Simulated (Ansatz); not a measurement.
A run of Ansatz 0.2.0 is set up as follows.

input.yaml

```yaml
crystal:
  lattice:
    - [-5.37331, 5.37331, 1.616233]
    - [5.37331, -5.37331, 1.616233]
    - [5.37331, 5.37331, -1.616233]
  atoms:
    - { symbol: Sn, position: [0.3510765, 0.8310675, 0.182144] }
    - { symbol: Sn, position: [0.8310675, 0.6489235, 0.479991] }
    - { symbol: Sn, position: [0.1689325, 0.3510765, 0.520009] }
    - { symbol: Sn, position: [0.6489235, 0.1689325, 0.817856] }
    - { symbol: O, position: [0.2056015, 0.1549285, 0.36053] }
    - { symbol: O, position: [0.8450715, 0.2056015, 0.050673] }
    - { symbol: O, position: [0.7943985, 0.8450715, 0.63947] }
    - { symbol: O, position: [0.1549285, 0.7943985, 0.949327] }
    - { symbol: O, position: [0.1610445, 0.5429605, 0.704005] }
    - { symbol: O, position: [0.5429605, 0.8389555, 0.381916] }
    - { symbol: O, position: [0.4570395, 0.1610445, 0.618084] }
    - { symbol: O, position: [0.8389555, 0.4570395, 0.295995] }
hamiltonian:
  xc: pbesol
  pseudopotentials: { kind: paw }
  dispersion: d4
kpoints:
  mp_grid: { grid: [9, 9, 9] }
scf:
  occupations: { method: fermi_dirac, width: 0.05 }
output:
  forces: true
  stress: true
  eigenvalues: true
relax:
  f_tol: 0.01
  max_steps: 40
  cell: { stress_tol: 0.05 }
```

Potentials or basis: Ansatz PAW.

Launch:

```bash
$ ansatz run input.yaml --threads 4 --pin off --max-ram 11264MiB --backend cpu --events-out ev --progress --plain --runs-dir out
```

(1) Estimate the band gap on the k mesh.

(2) Predict the relaxed volume.

(3) Predict the relaxed cell.

Results:

(1) 2.01 eV, indirect (least direct gap 2.16 eV).

(2) 15.01 Å³/atom.

(3) a = 7.681 Å, b = 7.681 Å, c = 7.681 Å, α = 92.47°, β = 92.47°, γ = 156.03°.

Caveat: odd divisions of the mesh miss points on the zone boundary, where band edges often lie, so the gap on the mesh can be too wide; the plane-wave basis is chosen anew once the cell has moved, so the energies of steps on either side of that aren't comparable; the pressure holds a Pulay correction of +0.7 GPa for the finite cutoff; spin-orbit coupling is left out, which moves the levels of the heavy elements; the PAW data sets come from PBE, with cores solved anew for the run's functional, which leaves a small shift of forces and pressure.
